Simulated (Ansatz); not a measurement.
# K: the cost of one run

Method: DFT PBE, scalar-relativistic, plane waves, PAW, in Ansatz 0.2.0.

3 further runs of the same task are left out: 2 that didn't finish, 1 set aside as unsound or not needed.

### 1 The system as given

Symmetry: R-3m, No. 166, trigonal system. The conventional cell has a = 4.719 Å, b = 4.719 Å, c = 34.444 Å, α = 90.00°, β = 90.00°, γ = 120.00°.

Structure file:

```
K
1.0
     2.35972    1.36239   11.48123
    -2.35972    1.36239   11.48123
     0.00000   -2.72477   11.48123
K
3
Direct
  0.00000 0.00000 0.00000
  0.77779 0.77779 0.77779
  0.22221 0.22221 0.22221
```

It goes back to an entry of the Materials Project, which need not be the stable form.

This cell was relaxed beforehand with the same method: volume 73.82 Å³/atom, gap on the mesh none (metal).

### 2 The bulk in the cell of the plane

input.yaml reads:

```yaml
crystal:
  lattice:
    - [4.7194416916, 0.0, 0.0]
    - [-2.3597208458, 4.0871563966, 0.0]
    - [2.3597208458, 1.3623854655, 11.4812252116]
  atoms:
    - { symbol: K, position: [0.0, 0.0, 0.0] }
    - { symbol: K, position: [0.4444210582, 0.2222105291, 0.3333684127] }
    - { symbol: K, position: [0.5555789418, 0.7777894709, 0.6666315873] }
basis:
  ecutwfc: 420
kpoints:
  mp_grid: { grid: [9, 9, 3] }
hamiltonian:
  xc: pbe
scf:
  occupations: { method: gaussian, width: 0.1 }
output:
  forces: true
  stress: true
  eigenvalues: true
```

On the command line:

```
$ ansatz run input.yaml --threads 1 --pin off --max-ram 3072MiB --backend cpu --events-out ev --progress --plain --runs-dir out
```

Q: Estimate wall time and peak memory on 1 thread of an Arm CPU, shared host.

About 8.8 s, with a peak of 0.5 GiB.
